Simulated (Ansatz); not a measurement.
**SrCl2: the band gap up the ladder of functionals**

The task here is to estimate one member of a computed series from the others.

Code: Ansatz 0.2.0. PAW datasets, plane waves. Calculated at 0 K for a non-magnetic cell.

## The cell

The cell was relaxed beforehand with r2SCAN.

It is cubic, Fm-3m (No. 225); a = 6.995 Å in the conventional setting, 28.53 Å³ an atom. Around Sr lie 8 Cl at 3.03 Å; around Cl lie 4 Sr at 3.03 Å.

Structure file:

```
Sr Cl
1.0
     0.00000    3.49772    3.49772
     3.49772    0.00000    3.49772
     3.49772    3.49772    0.00000
Sr Cl
1 2
Direct
  0.00000 0.00000 0.00000
  0.25000 0.25000 0.25000
  0.75000 0.75000 0.75000
```

Set-up of the first run:

Contents of input.yaml:

```yaml
crystal:
  lattice:
    - [0.0, 3.4977180848, 3.4977180848]
    - [3.4977180848, 0.0, 3.4977180848]
    - [3.4977180848, 3.4977180848, 0.0]
  atoms:
    - { symbol: Sr, position: [0.0, 0.0, 0.0] }
    - { symbol: Cl, position: [0.25, 0.25, 0.25] }
    - { symbol: Cl, position: [0.75, 0.75, 0.75] }
kpoints:
  mp_grid: { grid: [6, 6, 6] }
  band_path:
    path:
      - [[0.0, 0.0, 0.0], [0.5, 0.0, 0.5], [0.625, 0.25, 0.625]]
      - [[0.375, 0.375, 0.75], [0.0, 0.0, 0.0], [0.5, 0.5, 0.5], [0.5, 0.25, 0.75], [0.5, 0.0, 0.5]]
    npoints: 10
hamiltonian:
  xc: pbe
scf:
  occupations: { method: fermi_dirac, width: 0.02 }
  n_extra_bands: 4
output:
  forces: true
  stress: true
  eigenvalues: true
```

Among the steps run: PBE bands along the symmetry lines; Single point with r2SCAN; HSE06; PBE+SOC at the same geometry; Quasiparticle levels, G0W0@PBE; Single point with PBE0.

One table of the session follows, with a row left open; its other results are not shown here.

| level | gap (eV) |
| --- | --- |
| PBE | 5.31 |
| r2SCAN | 5.94 |
| HSE06 | 6.59 |
| PBE+SOC | 5.31 |
| G0W0@PBE (255 empty bands) | 7.41 |
| PBE0 | ? |

**Question.** Estimate the row for PBE0.

**Answer.** gap (eV): 7.32. In the column «gap (eV)» it lies between HSE06 (6.59) and G0W0@PBE (255 empty bands) (7.41).

Meshes: PBE 6×6×6, r2SCAN 6×6×6, HSE06 4×4×4, PBE+SOC 6×6×6, PBE0 4×4×4

PBE reaches 72 % of the G0W0@PBE value, and r2SCAN 80 %. PBE0 lies 0.73 eV above HSE06, which differs from it by screening the long-range exchange. G0W0 here is at a finite number of bands, screening cutoff and k mesh, not at the basis limit.

Caveats from the session: Warnings in the runs' records: stress scf threshold loose, stress exchange threshold loose.
